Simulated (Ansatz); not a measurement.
# Ge: a sweep of the PAW cutoff

One table from this session's results is given with a row withheld; the runs are named, their logs left out.

Computed with Ansatz 0.2.0 (DFT, PBE, PAW with Ansatz's default frozen-core files, scalar-relativistic, unless a step's input says otherwise).

1 further run of the same task is left out (set aside as unsound or not needed).

### The starting structure

It takes space group Pm-3m (No. 221, cubic). Conventional cell: a = 2.712 Å, b = 2.712 Å, c = 2.712 Å, α = 90.00°, β = 90.00°, γ = 90.00°. Around Ge (site symmetry m-3m) lie 6 Ge at 2.71 Å.

Structure file:

```cif
data_structure
_symmetry_space_group_name_H-M 'P 1'
_symmetry_Int_Tables_number 1
_cell_length_a 2.7121
_cell_length_b 2.7121
_cell_length_c 2.7121
_cell_angle_alpha 90.000
_cell_angle_beta 90.000
_cell_angle_gamma 90.000
_cell_volume 19.95
loop_
_atom_site_label
_atom_site_type_symbol
_atom_site_fract_x
_atom_site_fract_y
_atom_site_fract_z
_atom_site_occupancy
Ge1 Ge 0.00000 0.00000 0.00000 1
```

The cell was relaxed by PAW from a hypothetical start (sc type); it needn't be the stable phase of this composition.

Set-up of the first run:

input.yaml

```yaml
crystal:
  lattice:
    - [2.7120740316, 0.0, 0.0]
    - [0.0, 2.7120740316, 0.0]
    - [0.0, 0.0, 2.7120740316]
  atoms:
    - { symbol: Ge, position: [0.0, 0.0, 0.0] }
kpoints:
  mp_grid: { grid: [13, 13, 13] }
scf:
  occupations: { method: fermi_dirac, width: 0.05 }
hamiltonian:
  xc: pbe
  pseudopotentials: { kind: paw }
output:
  forces: true
  stress: true
  eigenvalues: true
  efg: { contact_densities: true }
basis:
  ecutwfc: 200
```

Started as:

```sh
> ansatz run input.yaml --threads 1 --pin off --max-ram 2048MiB --backend cpu --events-out ev --progress --plain --runs-dir out
```

Among the steps run: With PAW files, cutoff 200 eV; With PAW files, cutoff 350 eV; With PAW files, cutoff 500 eV; With PAW files, cutoff 600 eV; With PAW files, cutoff 800 eV.

One table of the session follows, with a row left open; its other results are not shown here.

| cutoff (eV) | pressure (GPa) |
| --- | --- |
| 200 | -3.71 |
| 350 | ? |
| 500 | 0.00 |
| 600 | 0.00 |
| 800 | 0.00 |

Estimate the missing values for cutoff (eV) = 350.

Worked estimate for «pressure (GPa)». A straight line through the neighbours (200, -3.71) and (500, 0.00) gives -3.71 + (0.00 + 3.71) × (350 − 200) / (500 − 200) = -1.85; a parabola fitted to 3 rows on both sides gives -1.16.

**Answer.** pressure (GPa): 0.01. In «pressure (GPa)» the line misses by -1.86 and the parabola by -1.17. The values bend between the rows more than so simple an estimate can follow.

Energies are those extrapolated to zero smearing.

Caveats from the session: Warnings in the runs' records: cutoff below recommended.
